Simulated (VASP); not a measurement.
# TePb (Fm-3m) in VASP: further runs, part 2 of 3

VASP 6.6.1. The steps go on from the part before.

## Step 4: Relaxation of cell and atoms, PBEsol

INCAR

```
PREC = Accurate
ENCUT = 600
EDIFF = 1E-6
ISMEAR = 0
SIGMA = 0.03
LREAL = F
LASPH = T
NELM = 80
ALGO = Normal
ISIF = 3
LWAVE = F
LCHARG = F
GGA = PS
IBRION = 2
NSW = 90
EDIFFG = -0.01
KPAR = 4
```

KPOINTS

```
Automatic mesh
0
Gamma
  8 8 8
```

POSCAR

```
TePb
1.0
    0.0000000000      3.2310000000      3.2310000000
    3.2310000000      0.0000000000      3.2310000000
    3.2310000000      3.2310000000      0.0000000000
Te Pb
1 1
Direct
    0.5000000000      0.5000000000      0.5000000000
    0.0000000000      0.0000000000      0.0000000000
```

Potentials or basis: VASP PAW PBE potentials, release 64 (Te, Pb_d).

Launch:

```
$ cat potpaw_PBE.64/Te/POTCAR potpaw_PBE.64/Pb_d/POTCAR > POTCAR
$ mpirun -np 4 vasp_std > vasp.out
```

OUTCAR:

```text
PREC = Accurate
   ENCUT = 600
   EDIFF = 1E-6
   ISMEAR = 0
   LREAL = F
   LASPH = T
   NELM = 80
   ISIF = 3
   GGA = PS
   IBRION = 2
   NSW = 90
   EDIFFG = -0.01

 ion  position               nearest neighbor table
   1  0.500  0.500  0.500-   2 3.23   2 3.23   2 3.23   2 3.23   2 3.23   2 3.23
   2  0.000  0.000  0.000-   1 3.23   1 3.23   1 3.23   1 3.23   1 3.23   1 3.23

  LATTYP: Found a face centered cubic cell.
 ALAT       =     6.4620000000

  Lattice vectors:

 A1 = (   0.0000000000,   3.2310000000,   3.2310000000)
 A2 = (   3.2310000000,   0.0000000000,   3.2310000000)
 A3 = (   3.2310000000,   3.2310000000,   0.0000000000)

Analysis of symmetry for initial positions (statically):
=====================================================================
 Subroutine PRICEL returns:
 Original cell was already a primitive cell.

 Routine SETGRP: Setting up the symmetry group for a
 face centered cubic supercell.

 Subroutine GETGRP returns: Found 48 space group operations
 (whereof 48 operations were pure point group operations)
 out of a pool of 48 trial point group operations.

The static configuration has the point symmetry O_h .

Analysis of symmetry for dynamics (positions and initial velocities):
=====================================================================
 Subroutine PRICEL returns:
 Original cell was already a primitive cell.

 Routine SETGRP: Setting up the symmetry group for a
 face centered cubic supercell.

 Subroutine GETGRP returns: Found 48 space group operations
 (whereof 48 operations were pure point group operations)
 out of a pool of 48 trial point group operations.

The dynamic configuration has the point symmetry O_h .

 Subroutine INISYM returns: Found 48 space group operations
 (whereof 48 operations are pure point group operations),
 and found     1 'primitive' translations

[... 138 lines left out ...]
 Free energy of the ion-electron system (eV)
  ---------------------------------------------------
  ext. energy  EPLUGINS =         0.00000000
  ---------------------------------------------------
  free energy    TOTEN  =        -8.25851127 eV

  energy without entropy =       -8.25851127  energy(sigma->0) =       -8.25851127

------------------------ aborting loop because EDIFF is reached ----------------------------------------

  FORCE on cell =-STRESS in cart. coord.  units (eV):
  Direction    XX          YY          ZZ          XY          YZ          ZX
  --------------------------------------------------------------------------------------
  -------------------------------------------------------------------------------------
  Total       -0.1639793     -0.1639793     -0.1639793     -0.0000000      0.0000000     -0.0000000
  in kB       -3.8945637     -3.8945637     -3.8945637     -0.0000000      0.0000000     -0.0000000
  external PRESSURE =      -3.8945637 kB  Pullay stress =       0.0000000 kB
[... 59 lines left out ...]
--------------------------------------- Ionic step        3  -------------------------------------------

 number of electron      19.9999998 magnetization

 Free energy of the ion-electron system (eV)
  ---------------------------------------------------
  ext. energy  EPLUGINS =         0.00000000
  ---------------------------------------------------
  free energy    TOTEN  =        -8.25920085 eV

  energy without entropy =       -8.25920085  energy(sigma->0) =       -8.25920085

 E-fermi :   5.7718     XC(G=0):  -9.5084

 val. band max:        5.5710571017   @ k =   0.5000   0.0000   0.0000
 cond. band min:       6.2214504055   @ k =   0.5000   0.0000   0.0000
 fundamental gap:      0.6503933038
 Fermi energy:         5.7718288032

 k-point     1 :       0.0000    0.0000    0.0000
  band No.  band energies     occupation
      1     -11.0729      2.00000
      2     -11.0729      2.00000
      3     -11.0613      2.00000
      4     -11.0613      2.00000
      5     -11.0613      2.00000
      6      -6.5346      2.00000
      7      -0.0230      2.00000
      8       4.2043      2.00000
      9       4.2043      2.00000
     10       4.2043      2.00000
     11       9.6369      0.00000
     12       9.6369      0.00000
     13       9.6369      0.00000
     14      11.3086      0.00000
[... 377 lines left out ...]
      1     -11.1040      2.00000
      2     -11.0812      2.00000
      3     -11.0550      2.00000
      4     -11.0489      2.00000
      5     -11.0402      2.00000
      6      -4.8725      2.00000
      7      -2.8113      2.00000
      8       2.7374      2.00000
      9       2.9515      2.00000
     10       5.1056      2.00000
     11       6.8493      0.00000
     12       9.1222      0.00000
     13       9.5986      0.00000
     14      12.3227      0.00000

 [... further k-points ...]

------------------------ aborting loop because EDIFF is reached ----------------------------------------

  FORCE on cell =-STRESS in cart. coord.  units (eV):
  Direction    XX          YY          ZZ          XY          YZ          ZX
  --------------------------------------------------------------------------------------
  -------------------------------------------------------------------------------------
  Total       -0.0024282     -0.0024282     -0.0024282      0.0000000      0.0000000      0.0000000
  in kB       -0.0581621     -0.0581621     -0.0581621      0.0000000      0.0000000      0.0000000
  external PRESSURE =      -0.0581621 kB  Pullay stress =       0.0000000 kB
[... 17 lines left out ...]
  FREE ENERGIE OF THE ION-ELECTRON SYSTEM (eV)
  ---------------------------------------------------
  free  energy   TOTEN  =        -8.2592008481 eV

  energy  without entropy=       -8.2592008481  energy(sigma->0) =       -8.25920085

 reached required accuracy - stopping structural energy minimisation
```

CONTCAR:

```text
TePb
   1.00000000000000
     0.0000000000000000    3.2218515823710376    3.2218515823710376
     3.2218515823710376    0.0000000000000000    3.2218515823710376
     3.2218515823710376    3.2218515823710376   -0.0000000000000000
  Te              Pb
     1     1
Direct
     0.5000000000000000    0.5000000000000000    0.5000000000000000
     0.0000000000000000    0.0000000000000000    0.0000000000000000

  0.00000000E+00  0.00000000E+00  0.00000000E+00
  0.00000000E+00  0.00000000E+00  0.00000000E+00
```

Run time: 26 s. Hardware: 4 MPI ranks of Intel Xeon Platinum 8559C (Emerald Rapids), shared host; peak memory 0.25 GiB.

Results:

```yaml
Free_energy: -8.2592 eV
Relaxed_volume: 33.44 Å³/atom
Relaxed_cell: a = 4.556 Å, b = 4.556 Å, c = 4.556 Å, α = 60.00°, β = 60.00°, γ = 60.00°
Space_group_after_relaxing_to_0.05_Å: Fm-3m (No. 225)
Energy_gained_by_relaxing: 0.3 meV/atom
Ionic_steps: 3
Pressure_after_relaxing: 0.0 GPa
Band_gap_on_the_k_mesh: 0.65 eV, direct
```

Step by step:
```tsv
step	energy change (eV)	largest force (eV/Å)	pressure (GPa)	volume (Å³)
1	0.0000	0.0000	-0.39	67.46
2	-0.0006	0.0000	0.16	66.66
3	-0.0007	0.0000	-0.01	66.89
```

Final structure:
```
Te Pb
1.0
     0.00000    3.22185    3.22185
     3.22185    0.00000    3.22185
     3.22185    3.22185    0.00000
Te Pb
1 1
Direct
  0.50000 0.50000 0.50000
  0.00000 0.00000 0.00000
```

Levels at points of the mesh, in eV from the valence-band top:
```
           k point  band 7  band 8  band 9  band 10  band 11  band 12  band 13  band 14
(0.00, 0.00, 0.00)   -5.59   -1.37   -1.37    -1.37     4.07     4.07     4.07     5.74
(0.50, 0.00, 0.00)   -8.65   -0.90   -0.90     0.00     0.65     1.22     1.22     8.30
(0.50, 0.50, 0.00)   -7.32   -4.59   -2.85    -2.85     3.17     5.49     5.49     6.73
```

Caveat: the PAW data sets were made with another functional, which shifts forces and pressure a little; spin-orbit coupling is left out, which as a rule narrows the gap of such compounds by several tenths of an eV. A k mesh can miss the band edges.

## Step 5: Relaxation of cell and atoms, PBEsol

This run uses another cell than the first one, of 33.44 Å³/atom, 0.992 times its volume.

INCAR: that of step 4 with these lines changed.

```diff
@@ -2,3 +2,3 @@
 ENCUT = 600
-EDIFF = 1E-6
+EDIFF = 1E-7
 ISMEAR = 0
@@ -15,3 +15,3 @@
 NSW = 90
-EDIFFG = -0.01
+EDIFFG = -0.005
 KPAR = 4
```

KPOINTS is that of step 4.

POSCAR

```
TePb                                    
1.0
    0.0000000000      3.2218515824      3.2218515824
    3.2218515824      0.0000000000      3.2218515824
    3.2218515824      3.2218515824     -0.0000000000
  Te              Pb            
     1     1
Direct
     0.5000000000000000    0.5000000000000000    0.5000000000000000
     0.0000000000000000    0.0000000000000000    0.0000000000000000
```

Potentials or basis: VASP PAW PBE potentials, release 64 (Te, Pb_d).

Launch:

```
$ cat potpaw_PBE.64/Te/POTCAR potpaw_PBE.64/Pb_d/POTCAR > POTCAR
$ mpirun -np 4 vasp_std > vasp.out
```

OUTCAR:

```text
PREC = Accurate
   ENCUT = 600
   EDIFF = 1E-7
   ISMEAR = 0
   LREAL = F
   LASPH = T
   NELM = 80
   ISIF = 3
   GGA = PS
   IBRION = 2
   NSW = 90
   EDIFFG = -0.005

 ion  position               nearest neighbor table
   1  0.500  0.500  0.500-   2 3.22   2 3.22   2 3.22   2 3.22   2 3.22   2 3.22
   2  0.000  0.000  0.000-   1 3.22   1 3.22   1 3.22   1 3.22   1 3.22   1 3.22

  LATTYP: Found a face centered cubic cell.
 ALAT       =     6.4437031648

  Lattice vectors:

 A1 = (   0.0000000000,   3.2218515824,   3.2218515824)
[... 590 lines left out ...]
     12       9.1223      0.00000
     13       9.5987      0.00000
     14      12.3228      0.00000

 [... further k-points ...]
[... 5 lines left out ...]
  --------------------------------------------------------------------------------------
  -------------------------------------------------------------------------------------
  Total       -0.0007394     -0.0007394     -0.0007394      0.0000000      0.0000000     -0.0000000
  in kB       -0.0177102     -0.0177102     -0.0177102      0.0000000      0.0000000     -0.0000000
  external PRESSURE =      -0.0177102 kB  Pullay stress =       0.0000000 kB

 VOLUME and BASIS-vectors are now :
 -----------------------------------------------------------------------------
  energy-cutoff  :      600.00
  volume of cell :       66.89
      direct lattice vectors                 reciprocal lattice vectors
     0.000000000  3.221851582  3.221851582    -0.155190265  0.155190265  0.155190265
     3.221851582  0.000000000  3.221851582     0.155190265 -0.155190265  0.155190265
     3.221851582  3.221851582  0.000000000     0.155190265  0.155190265 -0.155190265

 POSITION                                       TOTAL-FORCE (eV/Angst)
 -----------------------------------------------------------------------------------
      3.22185      3.22185      3.22185         0.000000      0.000000      0.000000
      0.00000      0.00000      0.00000         0.000000      0.000000     -0.000000
 -----------------------------------------------------------------------------------
    total drift:                               -0.000000      0.000000      0.000000

  FREE ENERGIE OF THE ION-ELECTRON SYSTEM (eV)
  ---------------------------------------------------
  free  energy   TOTEN  =        -8.2591677670 eV

  energy  without entropy=       -8.2591677670  energy(sigma->0) =       -8.25916777

 reached required accuracy - stopping structural energy minimisation
```

OSZICAR:

```text
N       E                     dE             d eps       ncg     rms          rms(c)
DAV:   1     0.155888985783E+03    0.15589E+03   -0.10044E+04   812   0.152E+03
DAV:   2     0.332762544591E+01   -0.15256E+03   -0.14953E+03   818   0.349E+02
DAV:   3    -0.808274277158E+01   -0.11410E+02   -0.11237E+02  1112   0.101E+02
DAV:   4    -0.836589949712E+01   -0.28316E+00   -0.28301E+00   934   0.188E+01
DAV:   5    -0.837664110728E+01   -0.10742E-01   -0.10741E-01  1140   0.337E+00    0.341E+00
DAV:   6    -0.826469032697E+01    0.11195E+00   -0.26017E-01  1124   0.451E+00    0.212E+00
DAV:   7    -0.825894202044E+01    0.57483E-02   -0.76468E-02  1046   0.172E+00    0.879E-01
DAV:   8    -0.825921261193E+01   -0.27059E-03   -0.85576E-03   992   0.110E+00    0.123E-01
DAV:   9    -0.825915974939E+01    0.52863E-04   -0.97853E-04  1182   0.356E-01    0.376E-02
DAV:  10    -0.825916528210E+01   -0.55327E-05   -0.78669E-05   918   0.836E-02    0.232E-02
DAV:  11    -0.825916784934E+01   -0.25672E-05   -0.17192E-05  1026   0.325E-02    0.960E-03
DAV:  12    -0.825916790794E+01   -0.58603E-07   -0.11259E-06   992   0.110E-02    0.611E-03
DAV:  13    -0.825916772658E+01    0.18136E-06   -0.63487E-08   664   0.206E-03    0.278E-03
DAV:  14    -0.825916776702E+01   -0.40440E-07   -0.14651E-07   498   0.417E-03
   1 F= -.82591678E+01 E0= -.82591678E+01  d E =-.825917E+01
```

CONTCAR:

```text
TePb
   1.00000000000000
     0.0000000000000000    3.2218515823999998    3.2218515823999998
     3.2218515823999998    0.0000000000000000    3.2218515823999998
     3.2218515823999998    3.2218515823999998    0.0000000000000000
  Te              Pb
     1     1
Direct
     0.5000000000000000    0.5000000000000000    0.5000000000000000
     0.0000000000000000    0.0000000000000000    0.0000000000000000

  0.00000000E+00  0.00000000E+00  0.00000000E+00
  0.00000000E+00  0.00000000E+00  0.00000000E+00
```

Wall time 10 s (4 MPI ranks of Intel Xeon Platinum 8559C (Emerald Rapids), shared host); peak memory 0.22 GiB.

Results:

```
Free energy             : -8.2592 eV
Pressure after relaxing : 0.0 GPa
Band gap on the k mesh  : 0.65 eV, direct
```

Final structure:
```yaml
crystal:
  lattice:
    - [0.00000, 3.22185, 3.22185]
    - [3.22185, 0.00000, 3.22185]
    - [3.22185, 3.22185, 0.00000]
  atoms:
    - { symbol: Te, position: [0.50000, 0.50000, 0.50000] }
    - { symbol: Pb, position: [0.00000, 0.00000, 0.00000] }
```

Levels at points of the mesh, in eV from the valence-band top:
```tsv
k point	band 8	band 9	band 10	band 11	band 12	band 13
(0.00, 0.00, 0.00)	-1.37	-1.37	-1.37	4.07	4.07	4.07
(0.50, 0.00, 0.00)	-0.90	-0.90	0.00	0.65	1.22	1.22
(0.50, 0.50, 0.00)	-4.59	-2.85	-2.85	3.17	5.49	5.49
```

Caveat: the relaxation stopped at its first step, so nothing moved; the PAW data sets were made with another functional, which shifts forces and pressure a little; spin-orbit coupling is left out, which as a rule narrows the gap of such compounds by several tenths of an eV.

(Continued in part 3 of 3.)
